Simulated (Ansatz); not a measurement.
Input and command of a plane-wave DFT calculation in Ansatz:

```yaml
crystal:
  lattice:
    - [4.0502404176, 0.0, -0.0065928845]
    - [0.0, 4.0502457835, 0.0]
    - [-2.0286124839, 0.0, 2.1735253547]
  atoms:
    - { symbol: Au, position: [0.0, 0.0, 0.0] }
    - { symbol: Au, position: [0.5, 0.5, 0.0] }
basis:
  ecutwfc: 420
kpoints:
  mp_grid: { grid: [9, 9, 16] }
hamiltonian:
  xc: pbe
scf:
  occupations: { method: gaussian, width: 0.1 }
output:
  forces: true
  stress: true
  eigenvalues: true
```

```bash
ansatz run input.yaml --threads 4 --pin off --max-ram 8192MiB --backend cpu --events-out ev --progress --plain --runs-dir out
```

Processor: Intel(R) Xeon(R) Platinum 8259CL CPU @ 2.50GHz (Skylake/Cascade Lake), 4 threads, on a host shared with other jobs.

Q: Estimate time, memory and problem size.

A: About 3.4 s on 4 threads of Intel(R) Xeon(R) Platinum 8259CL CPU @ 2.50GHz (Skylake/Cascade Lake) (shared host), peak memory 0.55 GiB. It solves 23 bands at 365 k points (the mesh reduced by the symmetry that the task leaves, which can be less than the crystal's) with about 685 plane waves, in 6 SCF iterations.
